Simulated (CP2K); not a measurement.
Runs of CP2K 2026.2 on BaTiO3. The structure is cubic, space group Pm-3m (No. 221). The conventional cell has a = 4.006 Å, b = 4.006 Å, c = 4.006 Å, α = 90.00°, β = 90.00°, γ = 90.00°. Around Ba (site symmetry m-3m) lie 12 O at 2.83 Å. Around Ti (site symmetry m-3m) lie 6 O at 2.00 Å. O (site symmetry 4/mmm) has 2 Ti at 2.00 Å as nearest neighbours. 

```tsv
task	level	potentials or basis	smearing	EPS_DEFAULT	NGRIDS	CUTOFF of the grids	points a segment of the path (NPOINTS)	bands added on the path	pressure (GPa)	V0 of scaled cells (Å³/atom)	B0 (GPa)
equation of state	PBEsol	POTENTIAL_UZH Ba GTH-PBE-q10, Ti GTH-PBE-q12, O GTH-PBE-q6; TZVP-MOLOPT-PBE-GTH basis	fermi-dirac 0.05 eV	1.0E-10	4	600 Ry	-	-	-	12.69	(b)
equation of state	LDA	GTH_POTENTIALS Ba GTH-PADE-q10, Ti GTH-PADE-q12, O GTH-PADE-q6; TZVP-MOLOPT-PBE-GTH basis	fermi-dirac 0.05 eV	1.0E-9	4	600 Ry	-	-	-	(a)	193
band structure	r2SCAN	POTENTIAL_UZH Ba GTH-SCAN-q10, Ti GTH-SCAN-q12, O GTH-SCAN-q6; TZVP-MOLOPT-SCAN-GTH basis	fermi-dirac 0.1 eV	1.0E-9	5	850 Ry	10	2	0.8	-	-
band structure	LDA	GTH_POTENTIALS Ba GTH-PADE-q10, Ti GTH-PADE-q12, O GTH-PADE-q6; TZVP-MOLOPT-PBE-GTH basis	fermi-dirac 0.01 eV	1.0E-9	4	600 Ry	10	6	-8.1	-	-
single point	PBEsol	POTENTIAL_UZH Ba GTH-PBE-q10, Ti GTH-PBE-q12, O GTH-PBE-q6; TZVP-MOLOPT-PBE-GTH basis	fermi-dirac 0.05 eV	1.0E-10	5	600 Ry	-	-	-2.4	-	-
```

Alike in all rows: no spin polarisation; cell as given; k mesh 7 × 7 × 7.

Q: Estimate the missing entries.

A: (a) 12.27; (b) 178.

Caveats: the basis of atomic orbitals isn't converged, which shifts pressures, moduli and gaps; the potentials were made for another functional, which shifts forces and pressure (some runs).

Not every run made on this cell is shown here.
